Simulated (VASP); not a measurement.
# Cd (P6_3/mmc) in VASP: further runs

The runs below take Cd through relaxation of cell and atoms, single point, with PBEsol.

All numbers are computed with VASP 6.6.1; they aren't measurements. Logs are shortened: lines on timing, memory, paths and dates and some standing lists are left out, and cuts for length are marked.

## 1. Starting point

The structure is hexagonal, space group P6_3/mmc (No. 194). The conventional cell has a = 2.958 Å, b = 2.958 Å, c = 5.886 Å, α = 90.00°, β = 90.00°, γ = 120.00°. Cd (site symmetry -6m2) is surrounded by 6 Cd at 2.96 Å.

## 2. Relaxation of cell and atoms, PBEsol

INCAR reads:

```
SYSTEM = Cd
  ALGO = Normal
  EDIFF = 1E-7
  EDIFFG = -0.005
  ENCUT = 600
  GGA = PS
  IBRION = 2
  ISIF = 3
  ISMEAR = 0
  LASPH = .True.
  LCHARG = .False.
  LREAL = .False.
  LWAVE = .False.
  NELM = 60
  NSW = 90
  PREC = Accurate
  SIGMA = 0.1
```

KPOINTS reads:

```
k-points
0
Gamma
  6 6 4
  0 0 0
```

POSCAR reads:

```
Cd
1.0
    2.9584748200      0.0000000000      0.0000000000
   -1.4792374100      2.5621143500      0.0000000000
    0.0000000000      0.0000000000      5.8859279300
Cd
2
Direct
    0.3333333300      0.6666666700      0.2500000000
    0.6666666700      0.3333333300      0.7500000000
```

Potentials or basis: VASP PAW PBE potentials, release 64 (Cd).

Command:

```
> cat potpaw_PBE.64/Cd/POTCAR > POTCAR
> mpirun -np 1 vasp_std > vasp.out
```

OUTCAR:

```text
SYSTEM = Cd
   EDIFF = 1E-7
   EDIFFG = -0.005
   ENCUT = 600
   GGA = PS
   IBRION = 2
   ISIF = 3
   ISMEAR = 0
   LASPH = .True.
   LREAL = .False.
   NELM = 60
   NSW = 90
   PREC = Accurate

 ion  position               nearest neighbor table
   1  0.333  0.667  0.250-   2 3.40   2 3.40   2 3.40   2 3.40   2 3.40   2 3.40
   2  0.667  0.333  0.750-   1 3.40   1 3.40   1 3.40   1 3.40   1 3.40   1 3.40

  LATTYP: Found a hexagonal cell.
 ALAT       =     2.9584748200
 C/A-ratio  =     1.9895142897

  Lattice vectors:

 A1 = (   2.9584748200,   0.0000000000,   0.0000000000)
 A2 = (  -1.4792374100,   2.5621143500,   0.0000000000)
 A3 = (   0.0000000000,   0.0000000000,   5.8859279300)

Analysis of symmetry for initial positions (statically):
=====================================================================
 Subroutine PRICEL returns:
 Original cell was already a primitive cell.

 Routine SETGRP: Setting up the symmetry group for a
 hexagonal supercell.

 Subroutine GETGRP returns: Found 24 space group operations
 (whereof 12 operations were pure point group operations)
 out of a pool of 24 trial point group operations.

The static configuration has the point symmetry D_3d.
 The point group associated with its full space group is D_6h.

Analysis of symmetry for dynamics (positions and initial velocities):
=====================================================================
 Subroutine PRICEL returns:
 Original cell was already a primitive cell.

 Routine SETGRP: Setting up the symmetry group for a
 hexagonal supercell.

 Subroutine GETGRP returns: Found 24 space group operations
 (whereof 12 operations were pure point group operations)
 out of a pool of 24 trial point group operations.

The dynamic configuration has the point symmetry D_3d.
 The point group associated with its full space group is D_6h.

 Subroutine INISYM returns: Found 24 space group operations
 (whereof 12 operations are pure point group operations),
 and found     1 'primitive' translations

----------------------------------------------------------------------------------------

                                     Primitive cell

  volume of cell :      44.6150

  direct lattice vectors                    reciprocal lattice vectors
     2.958474820  0.000000000  0.000000000     0.338012003  0.195151321  0.000000000
    -1.479237410  2.562114350  0.000000000     0.000000000  0.390302642  0.000000000
     0.000000000  0.000000000  5.885927930     0.000000000  0.000000000  0.169896746

  length of vectors
     2.958474820  2.958474820  5.885927930     0.390302642  0.390302642  0.169896746

  position of ions in fractional coordinates (direct lattice)
     0.333333330  0.666666670  0.250000000
     0.666666670  0.333333330  0.750000000

  ion indices of the primitive-cell ions
   primitive index   ion index
                 1           1
                 2           2

----------------------------------------------------------------------------------------

 KPOINTS: k-points

Automatic generation of k-mesh.
 Grid dimensions read from file:
 generate k-points for:    6    6    4

 Generating k-lattice:

  Cartesian coordinates                     Fractional coordinates (reciprocal lattice)
     0.056335334  0.032525220  0.000000000     0.166666667  0.000000000  0.000000000
     0.000000000  0.065050440  0.000000000     0.000000000  0.166666667  0.000000000
     0.000000000  0.000000000  0.042474186     0.000000000  0.000000000  0.250000000

  Length of vectors
     0.065050440  0.065050440  0.042474186

  Shift w.r.t. Gamma in fractional coordinates (k-lattice)
     0.000000000  0.000000000  0.000000000

 Subroutine IBZKPT returns following result:
 ===========================================

 Found     21 irreducible k-points:

 Following reciprocal coordinates:
            Coordinates               Weight
  0.000000  0.000000  0.000000      1.000000
  0.166667  0.000000  0.000000      6.000000
  0.333333  0.000000  0.000000      6.000000
  0.500000 -0.000000  0.000000      3.000000
  0.166667  0.166667  0.000000      6.000000
  0.333333  0.166667  0.000000     12.000000
[... 13 lines left out ...]
  0.333333  0.166667  0.500000     12.000000
  0.333333  0.333333  0.500000      2.000000
   k-points           NKPTS =     21   k-points in BZ     NKDIM =     21   number of bands    NBANDS=     16
   number of dos      NEDOS =    301   number of ions     NIONS =      2
   total plane-waves  NPLWV =  27648
   dimension x,y,z NGX =    24 NGY =   24 NGZ =   48
   dimension x,y,z NGXF=    48 NGYF=   48 NGZF=   96
   ions per type =               2
   NGX,Y,Z   is equivalent  to a cutoff of  13.49, 13.49, 13.56 a.u.
   NGXF,Y,Z  is equivalent  to a cutoff of  26.97, 26.97, 27.11 a.u.
 SYSTEM =  Cd
   PREC   = accura    normal or accurate (medium, high low for compatibility)
   ISTART =      0    job   : 0-new  1-cont  2-samecut
   ICHARG =      2    charge: 1-file 2-atom 10-const
   ISPIN  =      1    spin polarized calculation?
   LNONCOLLINEAR =      F non collinear calculations
   LSORBIT =      F    spin-orbit coupling
   LASPH  =      T    aspherical Exc in radial PAW
   ENCUT  =  600.0 eV  44.10 Ry    6.64 a.u.   5.91  5.91 11.76*2*pi/ulx,y,z
   NELM   =     60;   NELMIN=  2; NELMDL= -5     # of ELM steps
   EDIFF  = 0.1E-06   stopping-criterion for ELM
   LREAL  =      F    real-space projection
   EDIFFG = -.5E-02   stopping-criterion for IOM
   NSW    =     90    number of steps for IOM
   IBRION =      2    ionic relax: 0-MD 1-quasi-New 2-CG
   NFREE  =      1    steps in history (QN), initial steepest desc. (CG)
   ISIF   =      3    stress and relaxation
   ISYM   =      2    0-nonsym 1-usesym 2-fastsym
   POTIM  = 0.5000    time-step for ionic-motion
   TEBEG  =    0.0;   TEEND  =   0.0 temperature during run
   PSTRESS=    0.0 pullay stress
   NELECT =      24.0000    total number of electrons
   NUPDOWN=      -1.0000    fix difference up-down
   EMIN   =  10.00;   EMAX   =-10.00  energy-range for DOS
   EFERMI =   0.00;   METHOD = LEGACY
   ISMEAR =     0;   SIGMA  =   0.10  broadening in eV -4-tet -1-fermi 0-gaus
   EFERMI_NEDOS =   21; number of points for ismear=-14 and -15
   IALGO  =     38    algorithm
   IMIX   =      4    mixing-type and parameters
     AMIX     =   0.40;   BMIX     =  1.00
     AMIX_MAG =   1.60;   BMIX_MAG =  1.00
  volume/ion in A,a.u.               =      22.31       150.54
  Fermi-wavevector in a.u.,A,eV,Ry     =   1.331429  2.516037 24.119105  1.772704
  Thomas-Fermi vector in A             =   2.460441
   LORBIT       =      0    0 simple, 1 ext, 2 COOP (PROOUT), +10 PAW based schemes
   GGA     = PS    functional components
   LHFCALC =     F    Hartree Fock is set to
   AEXX    =    0.0000 exact exchange contribution
   IVDW    =     0    specifies the selected vdW correction
   LEPSILON=     F    determine dielectric tensor
   LRPA    =     F    only Hartree local field effects (RPA)
 conjugate gradient relaxation of ions
 non-spin polarized calculation
 Gauss-broadening in eV      SIGMA  =   0.10
  energy-cutoff  :      600.00
  volume of cell :       44.62
 maximum number of plane-waves:      1506
 NGX is ok and might be reduce to    24
   NGX = 11   NGY = 11   NGZ = 23

--------------------------------------- Ionic step        1  -------------------------------------------

 number of electron      24.0000002 magnetization

 Free energy of the ion-electron system (eV)
  ---------------------------------------------------
  ext. energy  EPLUGINS =         0.00000000
  ---------------------------------------------------
  free energy    TOTEN  =        -2.36156656 eV

  energy without entropy =       -2.35448775  energy(sigma->0) =       -2.35802716

------------------------ aborting loop because EDIFF is reached ----------------------------------------

  FORCE on cell =-STRESS in cart. coord.  units (eV):
  Direction    XX          YY          ZZ          XY          YZ          ZX
  --------------------------------------------------------------------------------------
  -------------------------------------------------------------------------------------
  Total       -0.6298101     -0.6298101      0.0678179      0.0000000      0.0000000      0.0000000
  in kB      -22.6172015    -22.6172015      2.4354181      0.0000000      0.0000000      0.0000000
  external PRESSURE =     -14.2663283 kB  Pullay stress =       0.0000000 kB
[... 89 lines left out ...]
  FREE ENERGIE OF THE ION-ELECTRON SYSTEM (eV)
  ---------------------------------------------------
  free  energy   TOTEN  =        -2.2906695339 eV

  energy  without entropy=       -2.2887428613  energy(sigma->0) =       -2.28970620

[... ionic steps 4 to 11 ...]

--------------------------------------- Ionic step       12  -------------------------------------------

 number of electron      23.9999992 magnetization

------------------------ aborting loop because EDIFF is reached ----------------------------------------

  FORCE on cell =-STRESS in cart. coord.  units (eV):
  Direction    XX          YY          ZZ          XY          YZ          ZX
  --------------------------------------------------------------------------------------
  -------------------------------------------------------------------------------------
  Total       -0.0003119     -0.0003119      0.0148316      0.0000000     -0.0000000      0.0000000
  in kB       -0.0113491     -0.0113491      0.5395924      0.0000000     -0.0000000      0.0000000
  external PRESSURE =       0.1722981 kB  Pullay stress =       0.0000000 kB
[... 57 lines left out ...]
  energy  without entropy=       -2.3970660570  energy(sigma->0) =       -2.39797163

--------------------------------------- Ionic step       14  -------------------------------------------

 number of electron      23.9999992 magnetization

 Free energy of the ion-electron system (eV)
  ---------------------------------------------------
  ext. energy  EPLUGINS =         0.00000000
  ---------------------------------------------------
  free energy    TOTEN  =        -2.39888000 eV

  energy without entropy =       -2.39706923  energy(sigma->0) =       -2.39797461

 E-fermi :   2.7557     XC(G=0): -11.0655

 val. band max:        2.4051246418   @ k =   0.1667   0.0000   0.2500
 cond. band min:       2.8535534328   @ k =   0.3333   0.1667   0.0000
 fundamental gap:      0.4484287910
 Fermi energy:         2.7556945904

 k-point     1 :       0.0000    0.0000    0.0000
  band No.  band energies     occupation
      1      -7.3799      2.00000
      2      -7.2559      2.00000
      3      -6.6525      2.00000
      4      -6.6525      2.00000
      5      -6.6266      2.00000
      6      -6.6266      2.00000
[... 8 lines left out ...]
     15      14.6981      0.00000
     16      18.0374      0.00000
[... 407 lines left out ...]
  FREE ENERGIE OF THE ION-ELECTRON SYSTEM (eV)
  ---------------------------------------------------
  free  energy   TOTEN  =        -2.3988799984 eV

  energy  without entropy=       -2.3970692283  energy(sigma->0) =       -2.39797461

 reached required accuracy - stopping structural energy minimisation
```

It took 49 s on 1 thread of Intel Xeon 6975P-C (Granite Rapids), shared host; peak memory 0.17 GiB.

Results:

```yaml
Free_energy: -2.3989 eV
Relaxed_volume: 22.03 Å³/atom
Relaxed_cell: a = 2.886 Å, b = 2.886 Å, c = 6.106 Å, α = 90.00°, β = 90.00°, γ = 120.00°
Space_group_after_relaxing_to_0.05_Å: P6_3/mmc (No. 194)
Energy_gained_by_relaxing: 18.7 meV/atom
Ionic_steps: 14
Pressure_after_relaxing: 0.0 GPa
Band_gap_on_the_k_mesh: none (metal or under the smearing width)
```

Step by step:
```
step  energy change (eV)  largest force (eV/Å)  pressure (GPa)  volume (Å³)
   1              0.0000                0.0000           -1.43        44.62
   2             -0.0185                0.0000           -0.09        43.34
   3              0.0709                0.0000            8.75        39.76
   4             -0.0226                0.0000            0.78        42.81
   5             -0.0231                0.0000            1.24        42.56
   6             -0.0273                0.0000            2.14        42.46
   7             -0.0275                0.0000            1.96        42.48
   8             -0.0358                0.0000            0.71        43.43
   9             -0.0373                0.0000           -0.11        44.13
  10             -0.0373                0.0000           -0.06        44.07
  11             -0.0373                0.0000           -0.02        44.04
  12             -0.0373                0.0000            0.02        44.04
  13             -0.0373                0.0000            0.03        44.04
  14             -0.0373                0.0000            0.01        44.06
```

Final structure:
```
Cd
1.0
     2.88642    0.00000    0.00000
    -1.44321    2.49972    0.00000
     0.00000    0.00000    6.10643
Cd
2
Direct
  0.33333 0.66667 0.25000
  0.66667 0.33333 0.75000
```

Caveat: the k mesh is coarse (spacing up to 0.41 Å⁻¹), so the values aren't converged; the PAW data sets were made with another functional, which shifts forces and pressure a little.

## 3. Single point, PBEsol

INCAR reads:

```
  ALGO = Normal
  EDIFF = 1E-6
  ENCUT = 520
  GGA = PS
  ISIF = 2
  ISMEAR = 0
  LASPH = T
  LCHARG = F
  LREAL = F
  LWAVE = F
  NELM = 60
  PREC = Accurate
  SIGMA = 0.1
```

KPOINTS reads:

```
k-points
0
Gamma
  18 18 8
```

POSCAR is that of step 2.

Potentials or basis: VASP PAW PBE potentials, release 64 (Cd).

Command:

```
> cat potpaw_PBE.64/Cd/POTCAR > POTCAR
> mpirun -np 1 vasp_std > vasp.out
```

It took 32 s on 1 thread of Intel Xeon 6975P-C (Granite Rapids), shared host; peak memory 0.25 GiB.

The run converged. Its results:

- Free energy: -2.3820 eV
- Pressure: -2.0 GPa
- Band gap on the k mesh: none (metal or under the smearing width)

Stress tensor (GPa, compression positive):
```
-1.60  0.00  0.00
 0.00 -1.60  0.00
 0.00  0.00 -2.75
```

Levels at points of the mesh, in eV from the Fermi level:
| k point | band 10 | band 11 | band 12 | band 13 | band 14 | band 15 |
| --- | --- | --- | --- | --- | --- | --- |
| (0.00, 0.00, 0.00) | -8.32 | -8.32 | -3.53 | -3.01 | 9.08 | 13.36 |
| (0.50, 0.00, 0.00) | -7.99 | -2.05 | -1.53 | 1.73 | 2.87 | 3.08 |
| (0.00, 0.00, 0.50) | -8.40 | -7.21 | -7.21 | 2.88 | 2.88 | 15.17 |
| (0.50, 0.00, 0.50) | -8.00 | -1.34 | -1.34 | 0.25 | 0.25 | 7.47 |

Caveat: the PAW data sets were made with another functional, which shifts forces and pressure a little.
